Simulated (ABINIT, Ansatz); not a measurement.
# A GW chain in ABINIT: NaCl (Fm-3m), part 2 of 3

How does a plane-wave GW calculation on NaCl (Fm-3m) run from the first input to the gap?

ABINIT 10.8.3; PBE and many-body steps on it, plane waves. Known limits of the many-body steps: not at the basis limit.

So far. Step 2 (Ground state): The gap is direct, at Γ.

The database entry behind the starting cell differs from later determinations by our own check (an axis about 0.4 % short against later determinations), so it need not match the best structure at ambient conditions.

**3. Bands along the symmetry lines**

Level of this step: DFT, PBE, plane waves, norm-conserving pseudopotentials (ABINIT).

Levels along a band path, at the cheap level, show where the edges lie and whether the meshes to come will hold them.

File run.abi:

```
acell 3*1.0 Angstrom
rprim 
  0.000000000000 2.810000000000 2.810000000000
  2.810000000000 0.000000000000 2.810000000000
  2.810000000000 2.810000000000 0.000000000000
ntypat 2
znucl 11 17
natom 2
typat 1 2
xred 
  0.000000000000 0.000000000000 0.000000000000
  0.500000000000 0.500000000000 0.500000000000
pp_dirpath "pseudos"
pseudos "Na.upf, Cl.upf"
ecut 38
iscf -2
irdden 1
kptopt 0
nkpt 50
kpt 
  0.00000000 0.00000000 0.00000000
  0.06250000 0.00000000 0.06250000
  0.12500000 0.00000000 0.12500000
  0.18750000 0.00000000 0.18750000
  0.25000000 0.00000000 0.25000000
  0.31250000 0.00000000 0.31250000
  0.37500000 0.00000000 0.37500000
  0.43750000 0.00000000 0.43750000
  0.50000000 0.00000000 0.50000000
  0.51562500 0.03125000 0.51562500
  0.53125000 0.06250000 0.53125000
  0.54687500 0.09375000 0.54687500
  0.56250000 0.12500000 0.56250000
  0.57812500 0.15625000 0.57812500
  0.59375000 0.18750000 0.59375000
  0.60937500 0.21875000 0.60937500
  0.62500000 0.25000000 0.62500000
  0.37500000 0.37500000 0.75000000
  0.32812500 0.32812500 0.65625000
  0.28125000 0.28125000 0.56250000
  0.23437500 0.23437500 0.46875000
  0.18750000 0.18750000 0.37500000
  0.14062500 0.14062500 0.28125000
  0.09375000 0.09375000 0.18750000
  0.04687500 0.04687500 0.09375000
  0.00000000 0.00000000 0.00000000
  0.06250000 0.06250000 0.06250000
  0.12500000 0.12500000 0.12500000
  0.18750000 0.18750000 0.18750000
  0.25000000 0.25000000 0.25000000
  0.31250000 0.31250000 0.31250000
  0.37500000 0.37500000 0.37500000
  0.43750000 0.43750000 0.43750000
  0.50000000 0.50000000 0.50000000
  0.50000000 0.46875000 0.53125000
  0.50000000 0.43750000 0.56250000
  0.50000000 0.40625000 0.59375000
  0.50000000 0.37500000 0.62500000
  0.50000000 0.34375000 0.65625000
  0.50000000 0.31250000 0.68750000
  0.50000000 0.28125000 0.71875000
  0.50000000 0.25000000 0.75000000
  0.50000000 0.21875000 0.71875000
  0.50000000 0.18750000 0.68750000
  0.50000000 0.15625000 0.65625000
  0.50000000 0.12500000 0.62500000
  0.50000000 0.09375000 0.59375000
  0.50000000 0.06250000 0.56250000
  0.50000000 0.03125000 0.53125000
  0.50000000 0.00000000 0.50000000
istwfk *1
nband 15
nbdbuf 2
tolwfr 1e-08
nstep 40
prtwf 0
prtvol 0
indata_prefix "in"
outdata_prefix "out"
tmpdata_prefix "tmp"
```

On the command line:

```console
> OMP_NUM_THREADS=1 mpirun -n 4 abinit run.abi > log
```

Numbers of over 12 decimals in the logs are rounded to 6 here.

The program printed:

```text
.Version 10.8.3 of ABINIT. v10.8.2 released Aug 2026.

 Symmetries : space group Fm -3 m (#225); Bravais cF (face-center cubic)
[... echo of the input left out ...]
== DATASET  1 ==================================================================
-   mpi_nproc: 4, omp_nthreads: 1 (-1 if OMP is not activated)

--- !DatasetInfo
iteration_state: {dtset: 1, }
dimensions: {natom: 2, nkpt: 50, mband: 15, nsppol: 1, nspinor: 1, nspden: 1, mpw: 3383, }
cutoff_energies: {ecut:  38.0, pawecutdg:  -1.0, }
electrons: {nelect:   1.60000000E+01, charge:   0.00000000E+00, occopt:   1.00000000E+00, tsmear:   1.00000000E-02, }

 Real(R)+Recip(G) space primitive vectors, cartesian coordinates (Bohr,Bohr^-1):
 R(1)=  0.0000000  5.3101304  5.3101304  G(1)= -0.0941596  0.0941596  0.0941596
 R(2)=  5.3101304  0.0000000  5.3101304  G(2)=  0.0941596 -0.0941596  0.0941596
 R(3)=  5.3101304  5.3101304  0.0000000  G(3)=  0.0941596  0.0941596 -0.0941596
 Unit cell volume ucvol=  2.9946465E+02 bohr^3
 Angles (23,13,12)=  6.00000000E+01  6.00000000E+01  6.00000000E+01 degrees

 getcut: wavevector=  0.0000  0.0000  0.0000  ngfft=  45  45  45
         ecut(hartree)=     38.000   => boxcut(ratio)=   2.11142

--- Pseudopotential description ------------------------------------------------
- Na Generated using ONCVPSP code by D. R. Hamann
- 11.00000   9.00000  171031                  znucl, zion, pspdat
12 -101130 1 -1 1992                          pspcod,pspxc,lmax,lloc,mmax
     nproj     2     2     0
  pspatm : epsatm=    9.36084378
         --- l  ekb(1:nproj) -->
             0    2.667291   -0.676599
             1   -6.743718   -2.407365
 pspatm: atomic psp has been read  and splines computed

- Cl Generated using ONCVPSP code by D. R. Hamann
- 17.00000   7.00000  171031                  znucl, zion, pspdat
12 -101130 2 -1 1028                          pspcod,pspxc,lmax,lloc,mmax
     nproj     2     2     2
  pspatm : epsatm=    9.12776517
         --- l  ekb(1:nproj) -->
             0    8.139296    0.698720
[...]
pspatm: atomic psp has been read  and splines computed

--------------------------------------------------------------------------------

================================================================================
 prteigrs : about to open file out_EIG
 Non-SCF case, kpt    1 (  0.00000  0.00000  0.00000), residuals and eigenvalues=
  2.58E-09  1.15E-09  3.77E-09  7.43E-09  2.51E-09  1.33E-09  6.31E-09  9.73E-09
  3.49E-09  2.08E-09  2.26E-09  7.12E-09  3.05E-09  6.99E-09  7.82E-09
 -1.8170E+00 -7.8519E-01 -7.8519E-01 -7.8519E-01 -4.8579E-01 -1.9794E-02
 -1.9794E-02 -1.9794E-02  1.6946E-01  3.8673E-01  3.8673E-01  3.8673E-01
[...]
Non-SCF case, kpt    2 (  0.06250  0.00000  0.06250), residuals and eigenvalues=
  3.04E-09  4.70E-09  1.48E-09  3.14E-09  3.80E-09  7.14E-09  3.57E-09  5.97E-09
[...]
8.37E-09  7.83E-09  2.01E-09  2.43E-09  5.74E-09  3.45E-09  1.93E-09  3.70E-09
  9.69E-09  1.43E-09  7.80E-09  7.66E-09  8.39E-09  2.32E-09  3.73E-06
[...]
Non-SCF case, kpt   49 (  0.50000  0.03125  0.53125), residuals and eigenvalues=
[...]
Non-SCF case, kpt   50 (  0.50000  0.00000  0.50000), residuals and eigenvalues=
[...]
-1.8170E+00 -7.8596E-01 -7.8550E-01 -7.8550E-01 -4.7135E-01 -8.1725E-02
 -4.2038E-02 -4.2038E-02  2.5761E-01  2.7614E-01  3.9902E-01  5.2701E-01
[...]
--- !ResultsGS
iteration_state: {dtset: 1, }
comment   : Summary of ground state results
lattice_vectors:
- [  0.0000000,   5.3101304,   5.3101304, ]
- [  5.3101304,   0.0000000,   5.3101304, ]
- [  5.3101304,   5.3101304,   0.0000000, ]
lattice_lengths: [   7.50966,    7.50966,    7.50966, ]
lattice_angles: [ 60.000,  60.000,  60.000, ] # degrees, (23, 13, 12)
lattice_volume:   2.9946465E+02
convergence: {deltae:  0.000E+00, res2:  0.000E+00, residm:  9.952E-09, diffor:  0.000E+00, }
etotal    :  -6.22461254E+01
entropy   :   0.00000000E+00
fermie    :  -1.97941144E-02
cartesian_stress_tensor: null
pressure_GPa: null
xred      :
- [  0.0000E+00,   0.0000E+00,   0.0000E+00, Na]
- [  5.0000E-01,   5.0000E-01,   5.0000E-01, Cl]
cartesian_forces: null
force_length_stats: {min: null, max: null, mean: null, }

 Integrated electronic density in atomic spheres:
 ------------------------------------------------
 Atom  Sphere_radius  Integrated_density
[...]
================================================================================

 ----iterations are completed or convergence reached----

 Mean square residual over all n,k,spin=   45.837E-10; max=  99.517E-10
 reduced coordinates (array xred) for    2 atoms
       0.000000000000      0.000000000000      0.000000000000
       0.500000000000      0.500000000000      0.500000000000

 cartesian coordinates (angstrom) at end:
    1      0.000000     0.000000     0.000000
    2      2.810000     2.810000     2.810000
 length scales=  1.889726125908  1.889726125908  1.889726125908 bohr
              =  1.000000000000  1.000000000000  1.000000000000 angstroms
 prteigrs : about to open file out_EIG
 Eigenvalues (hartree) for nkpt=  50  k points:
 kpt#   1, nband= 15, wtk=  1.00000, kpt=  0.0000  0.0000  0.0000 (reduced coord)
[...]
kpt#   2, nband= 15, wtk=  1.00000, kpt=  0.0625  0.0000  0.0625 (reduced coord)
[...]
kpt#   3, nband= 15, wtk=  1.00000, kpt=  0.1250  0.0000  0.1250 (reduced coord)
[...]
kpt#  49, nband= 15, wtk=  1.00000, kpt=  0.5000  0.0313  0.5313 (reduced coord)
  -1.81699   -0.78595   -0.78551   -0.78551   -0.47133   -0.08141   -0.04252   -0.04227
   0.25891    0.27732    0.39778    0.51051    0.52752    0.54647    0.59143
 kpt#  50, nband= 15, wtk=  1.00000, kpt=  0.5000  0.0000  0.5000 (reduced coord)
  -1.81699   -0.78596   -0.78550   -0.78550   -0.47135   -0.08172   -0.04204   -0.04204
   0.25761    0.27614    0.39902    0.52701    0.52701    0.53315    0.59152

== END DATASET(S) ==============================================================
================================================================================

 -outvars: echo values of variables after computation  --------
            nband          15
             nkpt          50
          spgroup         225
 [... the other variables as echoed above ...]

 Calculation completed.
```

The job ended after 13 s (4 MPI ranks of Arm Neoverse V1, shared host; peak memory 0.29 GiB; 50 s of CPU time).

This step gave:

| Item | Value |
| --- | --- |
| gap | 5.150 eV |
| k of the valence top | 0, 0, 0 |
| k of the conduction bottom | 0, 0, 0 |
| least direct gap | 5.150 eV |

The gap is 5.150 eV, as in the run before at this level.

The electronic bands at the labelled points (eV, zero at the top of the highest filled band; v1 is the highest filled band, c1 the lowest empty one):

| point | v4 | v3 | v2 | v1 | c1 | c2 | c3 | c4 |
| --- | --- | --- | --- | --- | --- | --- | --- | --- |
| Γ | -12.68 | 0.00 | 0.00 | 0.00 | 5.15 | 11.06 | 11.06 | 11.06 |
| halfway | -12.47 | -1.08 | -0.32 | -0.32 | 7.13 | 9.10 | 10.83 | 12.41 |
| X | -12.29 | -1.69 | -0.61 | -0.61 | 7.55 | 8.05 | 11.40 | 14.88 |
| halfway | -12.28 | -1.62 | -0.77 | -0.58 | 7.79 | 8.33 | 11.15 | 13.72 |
| U | -12.28 | -1.43 | -1.13 | -0.50 | 8.24 | 9.04 | 10.59 | 12.74 |
| jump to K | -12.28 | -1.43 | -1.13 | -0.50 | 8.24 | 9.04 | 10.59 | 12.74 |
| halfway | -12.45 | -1.24 | -0.48 | -0.16 | 7.32 | 9.68 | 10.76 | 11.84 |
| Γ | -12.68 | 0.00 | 0.00 | 0.00 | 5.15 | 11.06 | 11.06 | 11.06 |
| halfway | -12.51 | -1.11 | -0.14 | -0.14 | 6.62 | 10.01 | 11.34 | 11.34 |
| L | -12.34 | -1.95 | -0.27 | -0.27 | 7.28 | 10.72 | 10.92 | 10.92 |
| halfway | -12.30 | -1.67 | -0.77 | -0.42 | 8.34 | 9.55 | 10.28 | 11.69 |
| W | -12.27 | -1.20 | -1.20 | -0.76 | 8.84 | 9.71 | 9.71 | 11.37 |
| halfway | -12.28 | -1.55 | -0.80 | -0.69 | 8.07 | 8.54 | 10.89 | 12.75 |
| X | -12.29 | -1.69 | -0.61 | -0.61 | 7.55 | 8.05 | 11.40 | 14.88 |

The electronic bands as a text plot (rows in eV, shown from -8.0 to 11.1 only):

```
   10.8 |++   +++++    ++++     +    ++++++    +++++++       ++
   10.0 |  +++             ++++++++++      +++++    +++++++++
    9.2 |     ++         +++                          +++++++
    8.4 |       ++++++++++++++++                      +     +++++
    7.6 |       +++++++++       +              +++++++        +++
    6.8 |    +++                 ++         +++
    6.0 |  ++                      ++    +++
    5.2 |++                          ++++
    4.4 |
    3.6 |
    2.8 |
    2.0 |
    1.2 |
    0.4 |*                           ****
   -0.4 | ****************************  *************************
   -1.2 |     *****     ***********         ***        ********
   -2.0 |          *****                       ********        **
   -2.8 |
   -3.6 |
   -4.4 |
   -5.2 |
   -6.0 |
   -6.8 |
   -7.6 |
         Γ           X  U|K            Γ         L        W     X
```

**4. Empty states on the mesh, 6×6×6 mesh, 102 bands**

The sums over transitions need many empty states on a uniform mesh; this step solves for them.

File run.abi:

```
acell 3*1.0 Angstrom
rprim 
  0.000000000000 2.810000000000 2.810000000000
  2.810000000000 0.000000000000 2.810000000000
  2.810000000000 2.810000000000 0.000000000000
ntypat 2
znucl 11 17
natom 2
typat 1 2
xred 
  0.000000000000 0.000000000000 0.000000000000
  0.500000000000 0.500000000000 0.500000000000
pp_dirpath "pseudos"
pseudos "Na.upf, Cl.upf"
ecut 38
ngkpt 6 6 6
nshiftk 1
shiftk 0 0 0
kptopt 1
chksymbreak 0
irdden 1
istwfk *1
nband 102
prtvol 0
optdriver 6
gwr_task "HDIAGO"
paral_kgb 0
occopt 1
indata_prefix "in"
outdata_prefix "out"
tmpdata_prefix "tmp"
```

The program printed:

```text
[banner, memory and clock lines left out]
.Version 10.8.3 of ABINIT. v10.8.2 released Aug 2026.

 Symmetries : space group Fm -3 m (#225); Bravais cF (face-center cubic)
[... echo of the input left out ...]
== DATASET  1 ==================================================================
-   mpi_nproc: 4, omp_nthreads: 1 (-1 if OMP is not activated)

--- !DatasetInfo
iteration_state: {dtset: 1, }
dimensions: {natom: 2, nkpt: 16, mband: 102, nsppol: 1, nspinor: 1, nspden: 1, mpw: 3383, }
cutoff_energies: {ecut:  38.0, pawecutdg:  -1.0, }
electrons: {nelect:   1.60000000E+01, charge:   0.00000000E+00, occopt:   1.00000000E+00, tsmear:   1.00000000E-02, }

.Using double precision arithmetic; gwpc =  8

- Reading GS density from: in_DEN

--- Pseudopotential description ------------------------------------------------
- Na Generated using ONCVPSP code by D. R. Hamann
- 11.00000   9.00000  171031                  znucl, zion, pspdat
12 -101130 1 -1 1992                          pspcod,pspxc,lmax,lloc,mmax
     nproj     2     2     0
  pspatm : epsatm=    9.36084378
         --- l  ekb(1:nproj) -->
             0    2.667291   -0.676599
             1   -6.743718   -2.407365
 pspatm: atomic psp has been read  and splines computed

- Cl Generated using ONCVPSP code by D. R. Hamann
- 17.00000   7.00000  171031                  znucl, zion, pspdat
12 -101130 2 -1 1028                          pspcod,pspxc,lmax,lloc,mmax
     nproj     2     2     2
  pspatm : epsatm=    9.12776517
         --- l  ekb(1:nproj) -->
             0    8.139296    0.698720
             1    3.821713    1.107519
             2   -2.938609   -0.805455
 pspatm: atomic psp has been read  and splines computed

   2.95817743E+02                                ecore*ucvol(ha*bohr**3)

 Total charge density [el/Bohr^3]
)     Maximum=    2.7006E+00  at reduced coord.    0.9778    0.9778    0.9778
)     Minimum=    1.9497E-03  at reduced coord.    0.2444    0.2444    0.2444
   Integrated=    1.6000E+01

 === KS gaps after direct diagonalization ===
 Direct band gap semiconductor
 Fundamental gap:     5.150 (eV)
   VBM:    -0.539 (eV) at k: [ 0.0000E+00,  0.0000E+00,  0.0000E+00]
   CBM:     4.611 (eV) at k: [ 0.0000E+00,  0.0000E+00,  0.0000E+00]
 Direct gap:         5.150 (eV) at k: [ 0.0000E+00,  0.0000E+00,  0.0000E+00]

== END DATASET(S) ==============================================================

 -outvars: echo values of variables after computation  --------
           etotal      0.0000000000E+00
            nband         102
             nkpt          16
          spgroup         225
 [... the other variables as echoed above ...]

 Calculation completed.
```

Elapsed: 1.9 min, on 4 MPI ranks; peak memory 2.7 GiB; 7.6 min of CPU time.

Numbers from this step:

```yaml
gap: 5.150 eV
k_of_the_valence_top: 0, 0, 0
k_of_the_conduction_bottom: 0, 0, 0
least_direct_gap: 5.150 eV
k_points_computed: 16
lowest_point_of_the_top_converged_band_above_the_valence_top: 83.7439 eV
```

On this mesh the gap is 5.150 eV.

**5. Screening, 6×6×6 mesh, 94 bands, screening to 149.7 eV**

The RPA dielectric matrix is built and inverted for each q.

This step: RPA screening on PBE, plane waves, norm-conserving pseudopotentials.

Edit run.abi of step 4 so:

```diff
@@ -20,10 +20,11 @@
 chksymbreak 0
-irdden 1
 istwfk *1
-nband 102
-prtvol 0
-optdriver 6
-gwr_task "HDIAGO"
-paral_kgb 0
 occopt 1
+irdwfk 1
+optdriver 3
+nband 94
+ecuteps 5.5
+inclvkb 2
+awtr 1
+symchi 1
 indata_prefix "in"
```

The program printed:

```text
.Version 10.8.3 of ABINIT. v10.8.2 released Aug 2026.

 Symmetries : space group Fm -3 m (#225); Bravais cF (face-center cubic)
[... echo of the input left out ...]
== DATASET  1 ==================================================================
-   mpi_nproc: 4, omp_nthreads: 1 (-1 if OMP is not activated)

--- !DatasetInfo
iteration_state: {dtset: 1, }
dimensions: {natom: 2, nkpt: 16, mband: 94, nsppol: 1, nspinor: 1, nspden: 1, mpw: 3383, }
cutoff_energies: {ecut:  38.0, pawecutdg:  -1.0, }
electrons: {nelect:   1.60000000E+01, charge:   0.00000000E+00, occopt:   1.00000000E+00, tsmear:   1.00000000E-02, }

 SCREENING: Calculation of the susceptibility and dielectric matrices

 Based on a program developped by R.W. Godby, V. Olevano, G. Onida, and L. Reining.
 Incorporated in ABINIT by V. Olevano, G.-M. Rignanese, and M. Torrent.
.Using double precision arithmetic ; gwpc =  8

[... cell and pseudopotentials left out ...]
--------------------------------------------------------------------------------

 ==== K-mesh for the wavefunctions ====
 Number of points in the irreducible wedge :    16
[... list of points left out ...]
 Together with 48 symmetry operations and time-reversal symmetry
 yields   216 points in the full Brillouin Zone.

 ==== Q-mesh for the screening function ====
 Number of points in the irreducible wedge :    16
[... list of points left out ...]
 Together with 48 symmetry operations and time-reversal symmetry
 yields   216 points in the full Brillouin Zone.

 setmesh: FFT mesh size selected  =    30x   30x   30
          total number of points  =        27000

 vcoul_init : cutoff-mode = AUXILIARY_FUNCTION
 q-points for optical limit:   1
     1)      0.000010    0.000020    0.000030

- screening: taking advantage of time-reversal symmetry
- Maximum band index for partially occupied states nbvw = 8
- Remaining bands to be divided among processors   nbcw = 86
- Number of bands treated by each node ~21

 Number of electrons calculated from density =   16.0000; Expected =   16.0000
 average of density, n =  0.053429
 r_s =    1.6471
 omega_plasma =   22.2968 [eV]

 calculating chi0 at frequencies [eV] :
  1    0.000000E+00    0.000000E+00
  2    0.000000E+00    2.229681E+01

--------------------------------------------------------------------------------
  q-point number  1        q = ( 0.000000, 0.000000, 0.000000) [r.l.u.]
--------------------------------------------------------------------------------
[... chi0 elements left out ...]
 For q-point:  0.000010 0.000020 0.000030
  dielectric constant =   2.3495
  dielectric constant without local fields =   2.7626

  Average fulfillment of the sum rule on Im[epsilon] for q-point    1 :     60.71  [%]
[... wings left out ...]
  q-point number  2        q = ( 0.166667, 0.000000, 0.000000) [r.l.u.]
--------------------------------------------------------------------------------
[... chi0 elements left out ...]
  Average fulfillment of the sum rule on Im[epsilon] for q-point    2 :     71.46  [%]

 [... 14 further q-points ...]
```

Wall time 1.8 min (4 MPI ranks); peak memory 1.3 GiB; 7.2 min of CPU time.

Numbers from this step:

* ε∞ with local fields, on this mesh, along the program's q direction: 2.349
* the same without local fields: 2.763
* plasma frequency: 22.30 eV
* plane waves in the screening matrix: 169

Local fields lower ε∞ by 15 %.

(Continued in part 3 of 3.)

[Paths, hosts, dates, memory and timing lines, banners, echoed tables and standing remarks are left out of the program output.]

[Logs are printed without paths, hosts, clocks, repeated set-up lines and the standing remarks that a program may print on its own settings, such as how far it seeks lower states.]

[Runs of the session that timed out or met a known fault of the program may be left out.]

[Hosts, paths, dates, database ids (printed as entryN), source tags and the programs' standing remarks are cut or masked in the printed files.]

[G0W0 gaps are taken among the corrected bands and points alone; a level outside them can change the order at an edge.]

[Where Ansatz stands beside ABINIT at settings called matched, ABINIT's density can come from a denser mesh and the files from another edition; pairs whose starting gaps differed by over 0.03 eV were left out, so agreement reads better than it is.]
